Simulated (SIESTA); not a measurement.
Runs of SIESTA 5.4.2 on Te2Pt (Moncheite). Symmetry: P-3m1, No. 164, trigonal system. The conventional cell has a = 4.010 Å, b = 4.010 Å, c = 5.201 Å, α = 90.00°, β = 90.00°, γ = 120.00°. Around Pt (site symmetry -3m) lie 6 Te at 2.66 Å. Te (site symmetry 3m) is surrounded by 3 Pt at 2.66 Å. 

| level | U | gap on the mesh (eV) | pressure (GPa) | largest force (eV/Å) |
| --- | --- | --- | --- | --- |
| PBE+U | Pt d U = 2 eV | none | 11.2 | (a) |
| PBE+U | Pt d U = 8 eV | none | (c) | 1.36 |
| PBE+U | Pt d U = 4 eV | none | 10.5 | 1.48 |
| PBE | - | none | 11.8 | (b) |
| PBE+U | Pt d U = 6 eV | none | 9.9 | 1.42 |

Alike in all rows: task density of states; potentials or basis PseudoDojo 0.4 standard (PBE files), DZP (energy shift 0.003 Ry; two zetas on semicore shells); no spin polarisation; cell as given; k mesh 8 × 8 × 5; smearing fermi-dirac 0.05 eV; grid cutoff 800 Ry; energy shift 0.003 Ry.

Task: Estimate the missing entries.

Result: (a) 1.54; (b) 1.61; (c) 9.3.

Caveats: short orbitals over semicore shells can move pressures by several GPa; the basis of atomic orbitals isn't converged, which shifts pressures, moduli and gaps; forces of over 1 eV/Å show positions far from the minimum, so gaps and moduli don't describe the material at rest; U without spin polarisation on a metal has little footing (some runs); the U is typed as a test and isn't derived for this compound (some runs).

A k mesh can miss the band edges, and the runs leave out spin-orbit coupling on Pt, Te.

A gap of «none» marks a metal or a gap under the smearing width.
